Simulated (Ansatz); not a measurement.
# 2H-MoOSe monolayer in a perpendicular field, part 2 of 2

Wanted: the out-of-plane response of the 2H-MoOSe monolayer. A positive field points along +c.

Ansatz 0.2.0; plane-wave DFT, PBE-D3(BJ), Ansatz PAW (set soft_1); PAW set soft_1.

So far. Step 2 (Relaxing the slab): The lattice constant a goes from 3.074 to 3.046 Å.

### Step 3. Atoms held, field 0

A sawtooth potential applies the field, turning back in the middle of the vacuum. With the dipole correction the typed value is the field outside the slab. The induced dipole is small, so the SCF threshold is tight.

The cell differs from the one that the last finished run ended in (c 36.966 → 20.889 Å).

Input file input.yaml:

```yaml
crystal:
  lattice:
    - [3.0458687964, 0.0, 0.0]
    - [-1.5229343982, 2.6377997542, 0.0]
    - [0.0, 0.0, 20.889110638]
  atoms:
    - { symbol: Se, position: [0.3333333333, 0.6666666667, 0.4308464901] }
    - { symbol: Mo, position: [0.0, 0.0, 0.5156955591] }
    - { symbol: O, position: [0.3333333333, 0.6666666667, 0.5691535099] }
kpoints:
  mp_grid: { grid: [18, 18, 1] }
  band_path:
    path: [[0, 0, 0], [0.5, 0, 0], [0.33333333, 0.33333333, 0], [0, 0, 0]]
    npoints: 16
hamiltonian:
  xc: pbe
  dispersion: d3bj
  pseudopotentials: { kind: paw, azcp: { folder: soft_1 } }
scf:
  occupations: { method: fermi_dirac, width: 0.02585 }
  convergence: { dr2_threshold: 1.0e-10 }
efield:
  axis: 3
  dipole_correction: true
  ramp_position: 0.97
  ramp_width: 0.06
  amplitude: 0
output:
  dos: { projected: true, e_range: [-6, 5] }
  write_potential: true
  write_density: true
  volumetric_format: npy
  elf: true
```

Run with:

```console
ansatz run input.yaml --threads 2 --pin off --max-ram 3072MiB --backend cpu --events-out ev --progress --plain --runs-dir out
```

Numbers of over 12 decimals in the logs are rounded to 6 here.

Log:

```text
[...]
Crystal: 3 atoms, lattice volume = 167.831 Å³
Basis set: ecut = 420 eV, 3261 PW (Γ)
Bands: 22, of which v1, the nominal top of the filled ones, is band 18 counted from 1 (17 counted from 0)
Symmetry: 6 space group operations
[...]
k-points: 37 of 324 (time reversal used)
[...]
SCF iter   1: F=—  HF=-10997.314019 eV  |F-HF|=—  |Δ(HF+E_count)|=         —  Δρ=7.92e-2  dr2=1.32e1  ethr=3.10e-3  p=0.000 e·Å  D=1.71e-6 V/Å  ΔV_dip=-0.00 eV  dr2_dipole=1.94e-1  V_vac-E_F(+/−)=5.08/5.08 eV  ⟨swp⟩=9.5  Hψ=4723  notcnv=0
efield: sawtooth ramp at fractional position 0.9700 (set: `efield.ramp_position`, or a place that a band, a saddle search or an elastic batch's reference lends), width 0.0600; the density the first Hamiltonian is built on has a dipole p = 0.000 e·Å; the dipole correction subtracts the counter field D = 1.71e-6 V/Å, which shifts the + side's vacuum level by -0.00 eV against the − side's; the planar-averaged density in the ramp window peaks in size at 9.6e-6 e/Å³
[...]
SCF iter   2: F=—  HF=-11002.034656 eV  |F-HF|=—  |Δ(HF+E_count)|=    4.72e0  Δρ=1.80e-1  dr2=1.02e2  ethr=3.10e-3  p=-0.300 e·Å  D=-3.23e-1 V/Å  ΔV_dip=6.75 eV  dr2_dipole=8.54e0  V_vac-E_F(+/−)=9.89/3.14 eV  ⟨swp⟩=5.2  Hψ=2757  notcnv=0  recentre
[...]
SCF iter  14: F=-10994.227346 eV  HF=-10994.227346 eV  |F-HF|=9.64e-11  |Δ(HF+E_count)|=  1.09e-10  Δρ=1.32e-7  dr2=8.75e-11  ethr=1.00e-12  p=-0.104 e·Å  D=-1.13e-1 V/Å  ΔV_dip=2.35 eV  dr2_dipole=1.48e-11  V_vac-E_F(+/−)=6.04/3.69 eV  ⟨swp⟩=3.9  Hψ=2511  notcnv=0
SCF 1 converged in 14 iterations: F = -10994.227346 eV  dr2 = 8.75e-11
[...]
NSCF: frozen V_eff on 49 k-points
efield: sawtooth ramp at fractional position 0.9700 (kept from the solve that this one continues, or follows in the run), width 0.0600; the density the first Hamiltonian is built on has a dipole p = -0.104 e·Å; the dipole correction subtracts the counter field D = -1.13e-1 V/Å, which shifts the + side's vacuum level by +2.35 eV against the − side's; the planar-averaged density in the ramp window peaks in size at 9.9e-6 e/Å³
WARN: The output density's exchange-correlation potential varies sharply where the density is thin. Do not read a vacuum level from v_tot or v_xc, or from such a field of the output density. On a cell that repeats whose density bears no net charge and no dipole along the vacuum's axis use v_es (v_loc + v_h of the components); under efield.dipole_correction with no amplitude use v_es + v_field, which holds any externa [...]
SCF converged after 14 iterations
Free energy (F): -10994.227346 eV
[...]
Internal energy: -10994.227346 eV  (E = F + TS)
E sigma→0 (E₀):  -10994.227346 eV
Fermi energy:    0.096561 eV
Dipole field:    D = -0.112506 V/Å  (p = -0.104349 e·Å, saw-weighted, corrected)
Work function:   Φ+ = 6.0402 eV   Φ− = 3.6901 eV
Levels:          The Fermi level and band energies are counted from a zero that moves with the ramp; work functions are not
[...]
--- Band table (eV; the first three rows and the last of 37) ---
  k-point 0: bands = [... 14 lower, -4.0970, -2.0005, -2.0005, -0.3443, 1.7282, 1.7282, 2.6485, 2.6485]
  k-point 1: bands = [... 14 lower, -4.0536, -2.1175, -2.0451, -0.3903, 1.7017, 1.7606, 2.3932, 2.6323]
  k-point 2: bands = [... 14 lower, -3.9675, -2.4486, -2.1538, -0.5524, 1.5915, 1.8032, 1.9902, 2.6330]
  k-point 36: bands = [... 14 lower, -5.1258, -4.3337, -3.3720, -1.4676, 0.5472, 1.9336, 2.7331, 3.2390]
```

The job ended after 13 s (2 threads of Arm Neoverse V2, shared host; peak memory 0.47 GiB).

Numbers from this step:

| Item | Value |
| --- | --- |
| dipole along the normal | -0.1043 e·Å |
| gap along the path | 0.8915 eV |
| smallest direct gap along the path | 2.015 eV |
| step between the vacuum levels | 2.350 eV |
| ionisation energy, upper face | 6.481 eV |
| electron affinity, upper face | 5.590 eV |
| ionisation energy, lower face | 4.131 eV |
| gap, the smaller of path and mesh | 0.8915 eV |

Running mean over a fixed 2.8 Å (it still follows the layers) of the planar mean; the ramp of the sawtooth is left out. Electron's electrostatic potential energy less the Fermi level against z:

z (Å), electron's electrostatic potential energy less the Fermi level (eV) and a bar from the least value:
```
      3.0        3.7 ##########################
      3.5        3.7 ##########################
      4.0        3.7 ##########################
      4.5        3.7 ##########################
      5.0        3.7 ##########################
      5.5        3.7 ##########################
      6.0        3.6 ##########################
      6.5        3.4 ##########################
      7.0        2.5 ########################
      7.5        0.8 #####################
      8.0       -0.9 ###################
      8.5       -2.8 ###############
      9.0       -5.3 ###########
      9.5       -9.1 #####
     10.0      -11.5 #
     10.5      -12.3 
     11.0      -11.7 #
     11.5       -9.7 ####
     12.0       -5.7 ###########
     12.5       -1.1 ##################
     13.0        2.5 ########################
     13.5        4.9 ############################
     14.0        5.9 ##############################
     14.5        6.0 ##############################
     15.0        6.0 ##############################
     15.5        6.0 ##############################
     16.0        6.0 ##############################
     16.5        6.0 ##############################
     17.0        6.0 ##############################
     17.5        6.0 ##############################
```

The density of states has structure finer than the step of the table below, so its rows give means over 0.25 eV, whole bins alone (the curve runs from -6 to 2.22 eV). Peaks (eV: height): -5.450: 7.62, -5.260: 7.50, -3.460: 11.0, -1.560: 12.5, 0.780: 10.9, 1.420: 9.81, 1.660: 10.2.

Density of states against energy, zero at the Fermi level of the run, which the smearing sets inside the gap; means over each step:

energy (eV), density of states (states/eV a cell) and a bar:
```
    -5.75        1.2 ######
    -5.50        4.5 ######################
    -5.25        3.9 ###################
    -5.00        2.6 #############
    -4.75        2.5 ############
    -4.50        1.3 #######
    -4.25        1.1 #####
    -4.00        1.6 ########
    -3.75        0.6 ###
    -3.50        4.4 ######################
    -3.25        2.5 ############
    -3.00        1.2 ######
    -2.75        1.3 ######
    -2.50        2.4 ############
    -2.25        1.3 ######
    -2.00        0.0 
    -1.75        0.8 ####
    -1.50        5.5 ###########################
    -1.25        0.6 ###
    -1.00        0.4 ##
    -0.75        0.4 ##
    -0.50        0.3 #
    -0.25        0.0 
     0.00        0.0 
     0.25        0.0 
     0.50        0.5 ###
     0.75        5.0 ########################
     1.00        1.6 ########
     1.25        0.4 ##
     1.50        6.1 ##############################
     1.75        3.1 ###############
     2.00        2.0 ##########
```

Projected DOS per atom over height of the atomic layer and energy from the Fermi level. Layers: Se Mo O from below.

Ten even steps from '0' (0.00 states/eV) to '9' (2.33 states/eV), each cell a mean:
```
041
292
280
370
150
000
000
000
000
031
183
000
340
210
422
824
211
202
215
127
369
134
```
Columns: height of the atomic layer (Å) from 9 to 11.9 (not evenly spaced); rows upwards: energy from the Fermi level (eV) from -5.96 to 2.23.

The electronic bands at the labelled points (eV, zero at the Fermi level of the run, which the smearing sets inside the gap):

```tsv
point	band 15	band 16	band 17	band 18	band 19	band 20	band 21	band 22
Γ	-4.19	-2.10	-2.10	-0.44	1.63	1.63	2.55	2.55
halfway	-4.53	-3.45	-2.44	-1.48	0.80	1.49	2.13	2.93
M	-5.19	-3.42	-2.19	-1.55	0.98	1.50	2.45	3.32
halfway	-4.79	-3.74	-3.41	-1.40	0.73	1.74	2.65	2.78
K	-5.22	-4.43	-3.47	-1.56	0.45	1.84	2.64	3.14
halfway	-4.44	-3.54	-2.98	-1.47	0.69	1.48	2.01	2.97
Γ	-4.19	-2.10	-2.10	-0.44	1.63	1.63	2.55	2.55
```

Electrostatic potential energy in the ca plane at fractional y = 0.667, with atoms of Se and O within 0.2 Å of it. With pseudopotentials it is smooth inside the atoms' cores, unlike the true potential.

Ten even steps from '0' (-22 eV) to '9' (6 eV), each cell a mean:
```
99999999999999999887776300368999999999999999
99999999999999999887776300268999999999999999
99999999999999998864356533578999999999999999
99999999999999998621104666522699999999999999
99999999999999998428931677200189999999999999
99999999999999998428941677200179999999999999
99999999999999998612303666510599999999999999
99999999999999998863246543567999999999999999
```
Columns run along c (16.0 Å, from fractional 0.09 to 0.86 of the cell; values clipped at the 3rd and 97th percentile), rows up along a (3.0 Å). Atoms in or near the plane, at fractional coordinates: Se at (0.43, 0.33), O at (0.57, 0.33).

Valence density in the ca plane at fractional y = 0.667, with atoms of Se and O within 0.2 Å of it. It is the smooth field of the valence electrons, not physical close to the nuclei.

Ten steps, logarithmic in the rise over the least value, from '0' (0 e/Å³) to '9' (34 e/Å³), each cell a mean:
```
00000000000000000001111122210000000000000000
00000000000000000001111122210000000000000000
00000000000000000011221122111000000000000000
00000000000000000124432111233210000000000000
00000000000000000248962111356420000000000000
00000000000000000249962111366420000000000000
00000000000000000124532111244310000000000000
00000000000000000012221112121100000000000000
```
Columns run along c (16.0 Å, from fractional 0.09 to 0.86 of the cell), rows up along a (3.0 Å). Atoms in or near the plane, at fractional coordinates: Se at (0.43, 0.33), O at (0.57, 0.33).

ELF in the ca plane at fractional y = 0.667, with atoms of Se and O within 0.2 Å of it. It is the smooth field of the valence electrons, not physical close to the nuclei.

Values, 5 rows by 16 columns, each cell a mean:
```
0.00 0.00 0.00 0.00 0.00 0.03 0.17 0.33 0.22 0.30 0.09 0.02 0.00 0.00 0.00 0.00
0.00 0.00 0.00 0.00 0.01 0.16 0.53 0.61 0.31 0.25 0.40 0.12 0.00 0.00 0.00 0.00
0.00 0.00 0.00 0.00 0.05 0.54 0.83 0.50 0.44 0.47 0.76 0.44 0.03 0.00 0.00 0.00
0.00 0.00 0.00 0.00 0.07 0.61 0.83 0.35 0.44 0.52 0.71 0.50 0.03 0.00 0.00 0.00
0.00 0.00 0.00 0.00 0.02 0.31 0.73 0.70 0.38 0.31 0.63 0.24 0.01 0.00 0.00 0.00
```
Columns run along c (16.0 Å, from fractional 0.09 to 0.86 of the cell), rows up along a (3.0 Å). Atoms in or near the plane, at fractional coordinates: Se at (0.43, 0.33), O at (0.57, 0.33).

The gap is 0.89 eV, with the valence edge 6.48 eV and the conduction edge 5.59 eV under the upper vacuum level.

### Step 4. Atoms held, field 0.1 V/Å

input.yaml: that of step 3 with these lines changed.

```diff
@@ -24,7 +24,6 @@
   dipole_correction: true
-  ramp_position: 0.97
-  ramp_width: 0.06
-  amplitude: 0
+  ramp_position: 0.9215
+  ramp_width: 0.1312
+  amplitude: 0.1
 output:
-  dos: { projected: true, e_range: [-6, 5] }
   write_potential: true
@@ -32,2 +31 @@
   volumetric_format: npy
-  elf: true
```

Log:

```text
[...]
Crystal: 3 atoms, lattice volume = 167.831 Å³
Basis set: ecut = 420 eV, 3261 PW (Γ)
Bands: 22, of which v1, the nominal top of the filled ones, is band 18 counted from 1 (17 counted from 0)
Symmetry: 6 space group operations
[...]
k-points: 37 of 324 (time reversal used)
[...]
--- Band table (eV; the first three rows and the last of 37) ---
  k-point 0: bands = [... 14 lower, -4.0797, -1.9760, -1.9760, -0.3115, 1.7568, 1.7568, 2.6684, 2.6684]
  k-point 1: bands = [... 14 lower, -4.0360, -2.0933, -2.0208, -0.3577, 1.7306, 1.7891, 2.4074, 2.6523]
  k-point 2: bands = [... 14 lower, -3.9486, -2.4258, -2.1299, -0.5204, 1.6158, 1.8310, 2.0118, 2.6538]
  k-point 36: bands = [... 14 lower, -5.0977, -4.2998, -3.3455, -1.4431, 0.5726, 1.9545, 2.7586, 3.2592]
[key lines of the parts left out:]
SCF converged after 15 iterations
Free energy (F): -10994.217923 eV
Fermi energy:    0.125525 eV
Dipole field:    D = -0.090674 V/Å  (p = -0.084100 e·Å, saw-weighted, corrected)
```

Wall time 13 s (2 threads); peak memory 0.44 GiB.

The dipole is -0.0841 e·Å, 0.0202 e·Å from its value without field, and the gap 0.884 eV.

### Step 5. Single point, field -0.1 V/Å

input.yaml: that of step 4 with these lines changed.

```diff
@@ -26,3 +26,3 @@
   ramp_width: 0.1312
-  amplitude: 0.1
+  amplitude: -0.1
 output:
```

Log:

```text
[...]
Crystal: 3 atoms, lattice volume = 167.831 Å³
Basis set: ecut = 420 eV, 3261 PW (Γ)
Bands: 22, of which v1, the nominal top of the filled ones, is band 18 counted from 1 (17 counted from 0)
Symmetry: 6 space group operations
[...]
k-points: 37 of 324 (time reversal used)
[...]
--- Band table (eV; the first three rows and the last of 37) ---
  k-point 0: bands = [... 14 lower, -4.0543, -1.9651, -1.9651, -0.3173, 1.7595, 1.7595, 2.6886, 2.6886]
  k-point 1: bands = [... 14 lower, -4.0113, -2.0817, -2.0095, -0.3630, 1.7326, 1.7920, 2.4368, 2.6722]
  k-point 2: bands = [... 14 lower, -3.9264, -2.4114, -2.1177, -0.5245, 1.6266, 1.8353, 2.0280, 2.6721]
  k-point 36: bands = [... 14 lower, -5.0942, -4.3076, -3.3385, -1.4322, 0.5817, 1.9726, 2.7674, 3.2787]
[key lines of the parts left out:]
SCF converged after 14 iterations
Free energy (F): -10994.238791 eV
Fermi energy:    0.127478 eV
Dipole field:    D = -0.134299 V/Å  (p = -0.124561 e·Å, saw-weighted, corrected)
```

Elapsed: 14 s, on 2 threads; peak memory 0.44 GiB; 26 s of CPU time.

The dipole is -0.125 e·Å, -0.0202 e·Å from its value without field, and the gap 0.899 eV.

### Step 6. Response, atoms held

This step: plane-wave DFT, PBE-D3(BJ), Ansatz PAW (set soft_1); response to a field along the normal, atoms held; PAW set soft_1 (Ansatz 0.2.0).

The dipoles give the slope, and the difference of two potentials shows where the field is screened.

This step gave:

```
equivalent conductor thickness p/(ε₀AE) : 4.556 Å
distance between the outer atoms        : 2.889 Å
```

The dipole of the cell by applied field:

```tsv
applied field (V/Å)	dipole of the cell (e·Å)
-0.1000	-0.125
0.0000	-0.104
0.1000	-0.0841
```

Local field over the applied field, running mean. From the potentials at -0.1 and 0.1 V/Å; running mean over 2.5 Å. The local field over applied field by z:

```tsv
z (Å)	local field over applied field
4.06	0.999
4.35	0.999
4.79	0.997
5.08	0.994
5.51	0.985
5.80	0.973
6.09	0.952
6.53	0.892
6.82	0.827
7.11	0.742
7.54	0.596
7.83	0.493
8.27	0.336
8.56	0.238
8.85	0.156
9.28	0.0817
9.57	0.0577
9.86	0.0445
10.30	0.0414
10.59	0.0584
11.02	0.114
11.31	0.170
11.61	0.240
12.04	0.372
12.33	0.474
12.62	0.580
13.06	0.728
13.35	0.812
13.78	0.912
14.07	0.952
14.36	0.975
14.80	0.991
15.09	0.996
15.38	0.998
15.81	0.999
16.10	1.000
16.54	1.000
16.83	1.000
```

Electrons, planar mean, per unit field. Table of induced electron density by z:

z (Å), induced electron density (e/Å³ per V/Å) and a bar from the least value:
```
     4.06    0.00000 ###############
     4.50    0.00001 ###############
     4.93    0.00002 ###############
     5.37    0.00005 ###############
     5.80    0.00012 ################
     6.24    0.00031 ################
     6.67    0.00073 ##################
     7.11    0.00159 ######################
     7.54    0.00295 ###########################
     7.98    0.00364 ##############################
     8.41    0.00172 ######################
     8.85    0.00097 ###################
     9.28    0.00093 ###################
     9.72   -0.00036 ##############
    10.15   -0.00114 ###########
    10.73    0.00064 ##################
    11.17   -0.00030 ##############
    11.61   -0.00210 #######
    12.04   -0.00180 ########
    12.48   -0.00376 
    12.91   -0.00251 #####
    13.35   -0.00107 ###########
    13.78   -0.00040 ##############
    14.22   -0.00014 ###############
    14.65   -0.00005 ###############
    15.09   -0.00002 ###############
    15.52   -0.00001 ###############
    15.96    0.00000 ###############
    16.39    0.00000 ###############
    16.83    0.00000 ###############
```

The smaller of the gaps on the path and on the k-mesh, counted as 0 under 0.03 eV. The gap by applied field:

```tsv
applied field (V/Å)	gap (eV)
-0.1000	0.899
0.0000	0.891
0.1000	0.884
```

By hand: between -0.1 and 0.1 V/Å the dipole changes by 0.04046 e·Å, a slope of 0.2023 e·Å²/V. A perfect conductor of thickness t has p = ε₀AEt, so t = 180.95 × 0.2023 / 8.034 = 4.56 Å (e/ε₀ = 180.95 V·Å, A in Å²).

The induced dipole is that of a conductor 4.56 Å thick.

### Step 7. What came out

| Item | Value |
| --- | --- |
| gap without field | 0.892 eV |
| ionisation energy, upper face | 6.48 eV |
| electron affinity, upper face | 5.59 eV |
| step between the vacuum levels | 2.35 eV |
| equivalent conductor thickness, atoms held | 4.56 Å |

What this shows: The induced dipole equals that of a perfect conductor 4.56 Å thick, while the outer atoms lie 2.89 Å apart; an out-of-plane ε follows only once a thickness t is chosen, by 1 − 1/ε = 4.56 Å / t. The two faces differ: the vacuum level above lies 2.35 eV higher than the one below. The gap stays within 0.01 eV of 0.89 eV over the fields run, up to 0.1 V/Å in size. Semilocal functionals give gaps that are too small, and excitons are not included. Spin-orbit coupling is left out, which matters for the bands of elements this heavy.

[Logs are printed without paths, hosts, clocks, repeated set-up lines and the standing remarks that a program may print on its own settings, such as how far it seeks lower states.]

[Hosts, paths, dates, database ids (printed as entryN), source tags and the programs' standing remarks are cut or masked in the printed files.]

[Maps of the electrostatic potential energy from Ansatz leave out the sawtooth potential of an applied field or a dipole correction, so their vacuum need not be flat; planar profiles and work functions include it.]

[The density of states shown here was stored with 400 of the rows of the run's finer table, so its peaks can read low, often by over a quarter, or be missed, and its means over a window can be off by a tenth or more.]
